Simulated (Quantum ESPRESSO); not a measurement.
# BaTiO3 (R3m) in Quantum ESPRESSO: notebook

The runs below take BaTiO3 through band structure, single point, equation of state, with PBEsol.

All numbers are computed with Quantum ESPRESSO 7.5; they aren't measurements. Logs are shortened: lines on timing, memory, paths and dates and some standing lists are left out, and cuts for length are marked.

## Step 1: Starting point

It takes space group R3m (No. 160, trigonal). The conventional cell has a = 5.655 Å, b = 5.655 Å, c = 6.955 Å, α = 90.00°, β = 90.00°, γ = 120.00°. Ba (site symmetry 3m) has 12 O at 2.79 to 2.89 Å as nearest neighbours. Around Ti (site symmetry 3m) lie 6 O at 1.87 to 2.14 Å. O (site symmetry m) is surrounded by 2 Ti at 1.87 to 2.14 Å.

## Step 2: Band structure, PBEsol

The input, pw.in:

```
&CONTROL
  calculation = 'scf'
  prefix = 'pwscf'
  outdir = './tmp'
  pseudo_dir = './pseudo'
  tprnfor = .true.
  tstress = .true.
  disk_io = 'low'
/
&SYSTEM
  ibrav = 0
  celldm(1) = 8
  nat = 5
  ntyp = 3
  ecutwfc = 45
  ecutrho = 360
  nbnd = 28
  occupations = 'smearing'
  smearing = 'fd'
  degauss = 0.00367493
/
&ELECTRONS
  conv_thr = 1d-09
  electron_maxstep = 120
  mixing_beta = 0.5
/
ATOMIC_SPECIES
Ba   137.3270 ba_pbesol_v1.uspp.F.UPF
Ti    47.8670 ti_pbesol_v1.4.uspp.F.UPF
O     15.9990 o_pbesol_v1.2.uspp.F.UPF
CELL_PARAMETERS alat
  0.6678685679735   0.3855940974892   0.5476410939078
 -0.6678685679735   0.3855940974892   0.5476410939078
  0.0000000000000  -0.7711881950020   0.5476410939078
ATOMIC_POSITIONS crystal
Ba     0.0000000000    0.0000000000    0.0000000000
Ti     0.4845000000    0.4845000000    0.4845000000
O      0.5086000000    0.0175000000    0.5086000000
O      0.0175000000    0.5086000000    0.5086000000
O      0.5086000000    0.5086000000    0.0175000000
K_POINTS automatic
7 7 7 0 0 0
```

The input, bands.in:

```
&CONTROL
  calculation = 'bands'
  prefix = 'pwscf'
  outdir = './tmp'
  pseudo_dir = './pseudo'
  disk_io = 'low'
  verbosity = 'high'
/
&SYSTEM
  ibrav = 0
  celldm(1) = 8
  nat = 5
  ntyp = 3
  ecutwfc = 45
  ecutrho = 360
  nbnd = 28
  occupations = 'smearing'
  smearing = 'fd'
  degauss = 0.00367493
/
&ELECTRONS
  conv_thr = 1d-08
  electron_maxstep = 120
  mixing_beta = 0.5
  diago_full_acc = .true.
  startingwfc = 'random'
/
ATOMIC_SPECIES
Ba   137.3270 ba_pbesol_v1.uspp.F.UPF
Ti    47.8670 ti_pbesol_v1.4.uspp.F.UPF
O     15.9990 o_pbesol_v1.2.uspp.F.UPF
CELL_PARAMETERS alat
  0.6678685679735   0.3855940974892   0.5476410939078
 -0.6678685679735   0.3855940974892   0.5476410939078
  0.0000000000000  -0.7711881950020   0.5476410939078
ATOMIC_POSITIONS crystal
Ba     0.0000000000    0.0000000000    0.0000000000
Ti     0.4845000000    0.4845000000    0.4845000000
O      0.5086000000    0.0175000000    0.5086000000
O      0.0175000000    0.5086000000    0.5086000000
O      0.5086000000    0.5086000000    0.0175000000
K_POINTS crystal
60
 0.0000000000  0.0000000000  0.0000000000 1
 0.0714285714  0.0000000000  0.0000000000 1
 0.1428571429  0.0000000000  0.0000000000 1
 0.2142857143  0.0000000000  0.0000000000 1
 0.2857142857  0.0000000000  0.0000000000 1
 0.3571428571  0.0000000000  0.0000000000 1
 0.4285714286  0.0000000000  0.0000000000 1
 0.5000000000  0.0000000000  0.0000000000 1
 0.5000000000  0.0497171212 -0.0497171212 1
 0.5000000000  0.0994342425 -0.0994342425 1
 0.5000000000  0.1491513637 -0.1491513637 1
 0.5000000000  0.1988684849 -0.1988684849 1
 0.5000000000  0.2485856061 -0.2485856061 1
 0.5000000000  0.2983027274 -0.2983027274 1
 0.5000000000  0.3480198486 -0.3480198486 1
 0.5000000000  0.3977369698 -0.3977369698 1
 0.5000000000  0.4474540911 -0.4474540911 1
 0.5000000000  0.4971712123 -0.4971712123 1
 0.5028287877  0.5000000000  0.4971712123 1
 0.5000000000  0.5000000000  0.5000000000 1
 0.4583333333  0.4583333333  0.4583333333 1
 0.4166666667  0.4166666667  0.4166666667 1
 0.3750000000  0.3750000000  0.3750000000 1
 0.3333333333  0.3333333333  0.3333333333 1
 0.2916666667  0.2916666667  0.2916666667 1
 0.2500000000  0.2500000000  0.2500000000 1
 0.2083333333  0.2083333333  0.2083333333 1
 0.1666666667  0.1666666667  0.1666666667 1
 0.1250000000  0.1250000000  0.1250000000 1
 0.0833333333  0.0833333333  0.0833333333 1
 0.0416666667  0.0416666667  0.0416666667 1
 0.0000000000  0.0000000000  0.0000000000 1
 0.0498585606  0.0000000000 -0.0498585606 1
 0.0997171212  0.0000000000 -0.0997171212 1
 0.1495756818  0.0000000000 -0.1495756818 1
 0.1994342425  0.0000000000 -0.1994342425 1
 0.2492928031  0.0000000000 -0.2492928031 1
 0.2991513637  0.0000000000 -0.2991513637 1
 0.3490099243  0.0000000000 -0.3490099243 1
 0.3988684849  0.0000000000 -0.3988684849 1
 0.4487270455  0.0000000000 -0.4487270455 1
 0.4985856061  0.0000000000 -0.4985856061 1
 0.5014143939  0.4985856061  0.0000000000 1
 0.5000000000  0.5000000000  0.0000000000 1
 0.5002357323  0.5002357323  0.0828618687 1
 0.5004714646  0.5004714646  0.1657237374 1
 0.5007071969  0.5007071969  0.2485856061 1
 0.5009429292  0.5009429292  0.3314474749 1
 0.5011786615  0.5011786615  0.4143093436 1
 0.5014143939  0.5014143939  0.4971712123 1
 0.5000000000  0.5000000000  0.5000000000 1
 0.5000000000  0.0000000000  0.0000000000 1
 0.5003535985  0.0623232008  0.0623232008 1
 0.5007071969  0.1246464015  0.1246464015 1
 0.5010607954  0.1869696023  0.1869696023 1
 0.5014143939  0.2492928031  0.2492928031 1
 0.5017679923  0.3116160038  0.3116160038 1
 0.5021215908  0.3739392046  0.3739392046 1
 0.5024751893  0.4362624054  0.4362624054 1
 0.5028287877  0.4985856061  0.4985856061 1
```

Potentials or basis: GBRV 1.5 PBEsol.

Command:

```sh
OMP_NUM_THREADS=1 mpirun -n 2 pw.x -nk 2 -in pw.in > pw.out
OMP_NUM_THREADS=1 mpirun -n 2 pw.x -nk 2 -in bands.in > bands.out
```

pw.out:

```text
This program is part of the open-source Quantum ESPRESSO suite
     for quantum simulation of materials; please cite
[... 13 lines left out ...]
     --------------------
     sticks:   dense  smooth     PW     G-vecs:    dense   smooth      PW
     Sum        1641     825    241                49917    17659    2909

     Using Slab Decomposition

     bravais-lattice index     =            0
     lattice parameter (alat)  =       8.0000  a.u.
     unit-cell volume          =     433.2501 (a.u.)^3
     number of atoms/cell      =            5
     number of atomic types    =            3
     number of electrons       =        40.00
     number of Kohn-Sham states=           28
     kinetic-energy cutoff     =      45.0000  Ry
     charge density cutoff     =     360.0000  Ry
     scf convergence threshold =      1.0E-09
     mixing beta               =       0.5000
     number of iterations used =            8  plain     mixing
     Exchange-correlation= SLA  PW   PSX  PSC
                           (   1   4  10   8   0   0   0)

     celldm(1)=   8.000000  celldm(2)=   0.000000  celldm(3)=   0.000000
     celldm(4)=   0.000000  celldm(5)=   0.000000  celldm(6)=   0.000000

     crystal axes: (cart. coord. in units of alat)
               a(1) = (   0.667869   0.385594   0.547641 )
               a(2) = (  -0.667869   0.385594   0.547641 )
               a(3) = (   0.000000  -0.771188   0.547641 )

     reciprocal axes: (cart. coord. in units 2 pi/alat)
               b(1) = (  0.748650  0.432233  0.608671 )
               b(2) = ( -0.748650  0.432233  0.608671 )
               b(3) = (  0.000000 -0.864467  0.608671 )

     PseudoPot. # 1 for Ba read from file:
     ba_pbesol_v1.uspp.F.UPF
     Pseudo is Ultrasoft + core correction, Zval = 10.0
     Generated by new atomic code, or converted to UPF format
     Using radial grid of  907 points,  7 beta functions with:
                l(1) =   0
                l(2) =   0
                l(3) =   1
                l(4) =   1
                l(5) =   2
                l(6) =   2
                l(7) =   3
     Q(r) pseudized with  6 coefficients,  rinner =    1.700   1.700   1.700
                                                       1.700   1.700   1.700
                                                       1.700

     PseudoPot. # 2 for Ti read from file:
     ti_pbesol_v1.4.uspp.F.UPF
     Pseudo is Ultrasoft + core correction, Zval = 12.0
     Generated by new atomic code, or converted to UPF format
     Using radial grid of  851 points,  6 beta functions with:
                l(1) =   0
                l(2) =   0
                l(3) =   1
                l(4) =   1
                l(5) =   2
                l(6) =   2
     Q(r) pseudized with  6 coefficients,  rinner =    1.000   1.000   1.000
                                                       1.000   1.000

     PseudoPot. # 3 for O  read from file:
     o_pbesol_v1.2.uspp.F.UPF
     Pseudo is Ultrasoft + core correction, Zval =  6.0
     Generated by new atomic code, or converted to UPF format
     Using radial grid of  737 points,  5 beta functions with:
                l(1) =   0
                l(2) =   0
                l(3) =   1
                l(4) =   1
                l(5) =   2
     Q(r) pseudized with  8 coefficients,  rinner =    0.900   0.900   0.900
                                                       0.900   0.900

     atomic species   valence    mass     pseudopotential
     Ba               10.00   137.32700     Ba( 1.00)
     Ti               12.00    47.86700     Ti( 1.00)
     O                 6.00    15.99900     O ( 1.00)

      6 Sym. Ops. (no inversion) found

   Cartesian axes

     site n.     atom                  positions (alat units)
         1        Ba     tau(   1) = (   0.0000000   0.0000000   0.0000000  )
         2        Ti     tau(   2) = (   0.0000000  -0.0000000   0.7959963  )
         3        O      tau(   3) = (   0.3279903  -0.1893653   0.5666442  )
         4        O      tau(   4) = (  -0.3279903  -0.1893653   0.5666442  )
         5        O      tau(   5) = (   0.0000000   0.3787305   0.5666442  )

     number of k points=    44  Fermi-Dirac smearing, width (Ry)=  0.0037
                       cart. coord. in units 2pi/alat
        k(    1) = (   0.0000000   0.0000000   0.0000000), wk =   0.0058309
        k(    2) = (   0.0000000  -0.1234953   0.0869530), wk =   0.0349854
        k(    3) = (   0.0000000  -0.2469905   0.1739060), wk =   0.0349854
        k(    4) = (   0.0000000  -0.3704858   0.2608591), wk =   0.0349854
        k(    5) = (  -0.1069500  -0.0617476   0.1739060), wk =   0.0349854
        k(    6) = (  -0.1069500  -0.1852429   0.2608591), wk =   0.0699708
[... 36 lines left out ...]
        k(   43) = (   0.0000000  -0.0000000   0.7825772), wk =   0.0116618
        k(   44) = (   0.0000000   0.7409716   0.2608591), wk =   0.0349854

     Dense  grid:    49917 G-vectors     FFT dimensions: (  45,  45,  45)

     Smooth grid:    17659 G-vectors     FFT dimensions: (  36,  36,  36)

     Check: negative core charge=   -0.000006

     Initial potential from superposition of free atoms

     starting charge      38.9861, renormalised to      40.0000

     negative rho (up, down):  9.914E-02 0.000E+00
     Starting wfcs are   35 randomized atomic wfcs

     Self-consistent Calculation

     iteration #  1     ecut=    45.00 Ry     beta= 0.50
     Davidson diagonalization with overlap
     ethr =  1.00E-02,  avg # of iterations =  2.0

     negative rho (up, down):  9.377E-02 0.000E+00
[... 76 lines left out ...]
     iteration # 10     ecut=    45.00 Ry     beta= 0.50
     Davidson diagonalization with overlap
     ethr =  2.57E-10,  avg # of iterations =  1.0

     negative rho (up, down):  8.840E-02 0.000E+00

     End of self-consistent calculation

          k = 0.0000 0.0000 0.0000 (  2205 PWs)   bands (ev):

   -45.7828 -22.1708 -22.1708 -22.1639 -14.4332  -6.5096  -5.8226  -5.8226
     0.3740   0.3740   0.3769   7.9670   7.9688   7.9688   8.8437   8.8437
     9.0825   9.6622   9.8007   9.8007  12.5551  12.5551  12.7054  14.7511
    14.7511  15.2126  15.2126  17.4291
[... 290 lines left out ...]
   -45.7806 -22.2150 -22.2150 -22.2079 -14.1745  -5.7089  -5.6151  -5.6151
    -0.2964  -0.2964  -0.1810   5.9285   6.5791   6.5791   7.6613   7.8022
     7.8022  10.0176  10.0176  10.1141  14.4758  14.6074  14.6074  16.9865
    16.9865  17.2735  18.2775  18.2775

          k = 0.0000 0.7410 0.2609 (  2245 PWs)   bands (ev):

   -45.7806 -22.2151 -22.2150 -22.2077 -14.1744  -5.7000  -5.6247  -5.6151
    -0.2962  -0.2961  -0.1800   5.9107   6.5810   6.5944   7.6179   7.8006
     7.8484  10.0252  10.0307  10.1032  14.4582  14.6121  14.6122  16.9058
    16.9728  17.3576  18.2500  18.2930

     the Fermi energy is    11.3351 ev

!    total energy              =    -286.73904339 Ry
     estimated scf accuracy    <          8.4E-10 Ry
     smearing contrib. (-TS)   =      -0.00000000 Ry
     internal energy E=F+TS    =    -286.73904339 Ry

     The total energy is F=E-TS. E is the sum of the following terms:
     one-electron contribution =     -73.45946121 Ry
     hartree contribution      =      60.51999321 Ry
     xc contribution           =     -67.32617793 Ry
     ewald contribution        =    -206.47339746 Ry

     convergence has been achieved in  10 iterations

     negative rho (up, down):  8.840E-02 0.000E+00

     Forces acting on atoms (cartesian axes, Ry/au):

     atom    1 type  1   force =    -0.00000000    0.00000000   -0.00504298
     atom    2 type  2   force =    -0.00000000   -0.00000000    0.00381099
     atom    3 type  3   force =     0.00249202   -0.00143877    0.00041066
     atom    4 type  3   force =    -0.00249202   -0.00143877    0.00041066
     atom    5 type  3   force =    -0.00000000    0.00287753    0.00041066

     Total force =     0.008081     Total SCF correction =     0.000015

     Computing stress (Cartesian axis) and pressure

     negative rho (up, down):  8.840E-02 0.000E+00
          total   stress  (Ry/bohr**3)                   (kbar)     P=       -2.14
  -0.00001131   0.00000000   0.00000000           -1.66        0.00        0.00
   0.00000000  -0.00001131  -0.00000000            0.00       -1.66       -0.00
   0.00000000  -0.00000000  -0.00002107            0.00       -0.00       -3.10

=------------------------------------------------------------------------------=
   JOB DONE.
=------------------------------------------------------------------------------=
```

It took 71 s on 2 MPI ranks of Intel Xeon Platinum 8259CL at 2.50GHz (Skylake/Cascade Lake), shared host; peak memory 0.48 GiB.

Results:

* Free energy: -3901.2834 eV
* Pressure: -0.2 GPa
* Largest force: 0.130 eV/Å
* Band gap on the k mesh: 2.44 eV, indirect (least direct gap 2.75 eV)
* Band gap along the path: 2.38 eV, indirect (least direct gap 2.73 eV)

Forces in eV/Å, atoms in the order of the input:
```
Ba   0.000  0.000 -0.130
Ti   0.000  0.000  0.098
O    0.064 -0.037  0.011
O   -0.064 -0.037  0.011
O    0.000  0.074  0.011
```

Levels at the corners of the path, in eV from the valence-band top:
```csv
point,band 18,band 19,band 20,band 21,band 22,band 23
Γ,-0.51,-0.37,-0.37,2.38,2.38,2.53
L,-1.63,-0.95,-0.81,2.54,3.82,3.92
B1,-0.02,-0.02,0.00,4.38,4.53,4.53
B,-0.02,-0.02,0.00,4.38,4.53,4.53
Z,-0.02,-0.02,0.00,4.38,4.53,4.53
Γ,-0.51,-0.37,-0.37,2.38,2.38,2.53
X,-0.87,-0.83,-0.07,3.91,3.91,4.25
Q,-0.87,-0.83,-0.07,3.91,3.91,4.25
F,-0.87,-0.83,-0.07,3.91,3.91,4.25
P1,-0.02,-0.02,0.00,4.38,4.53,4.53
Z,-0.02,-0.02,0.00,4.38,4.53,4.53
L,-1.63,-0.95,-0.81,2.54,3.82,3.92
P,-0.02,-0.02,0.00,4.38,4.53,4.53
```

Caveat: spin-orbit coupling is left out, which moves the levels of the heavy elements.

[end of part 1 of 2]
